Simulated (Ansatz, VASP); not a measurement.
SnSe: VASP beside Ansatz

```
Sn Se
1.0
     4.28533    0.00000    0.00000
     0.00000    4.28533    0.00000
     0.00000    0.00000   10.99069
Sn Se
2 2
Direct
  0.50000 0.00000 0.37450
  0.00000 0.50000 0.63005
  0.50000 0.00000 0.61604
  0.00000 0.50000 0.38396
```

Change from the starting cell: all Sn atoms moved +0.025 Å, as atom 1 towards its neighbour atom 3 (Se) at 2.680 Å.

Alike in both runs: task single point; functional PBEsol; k mesh 6 × 6 × 4; occupations gaussian, width 0.05 eV; no spin polarisation.

```csv
,VASP,Ansatz
version,VASP 6.6.1,Ansatz 0.2.0
potentials or method,"VASP PAW PBE potentials, release 64 (Sn_d, Se)","scalar-relativistic, plane waves, PAW"
plane-wave cutoff (eV),520,420
valence electrons in the cell,40,60
```

Ansatz gave:

```
gap on the k mesh at the Fermi level (eV) : 1.47
least direct gap on the mesh (eV)         : 1.47
rms of the force components (eV/Å)        : 0.111
```

Problem. Estimate VASP's values.

Solution. gap on the k mesh at the Fermi level (eV): 1.46; least direct gap on the mesh (eV): 1.46; rms of the force components (eV/Å): 0.112.

Atom by atom the forces differ by 0.009 eV/Å (rms over components). The functional is the same, so the differences come from potentials, cutoffs and numerics. The two sets of potentials don't hold the same shells in valence.

Caveats: the PAW data sets were made with another functional, which shifts forces and pressure a little (VASP); spin-orbit coupling is left out, which moves the levels of the heavy elements.
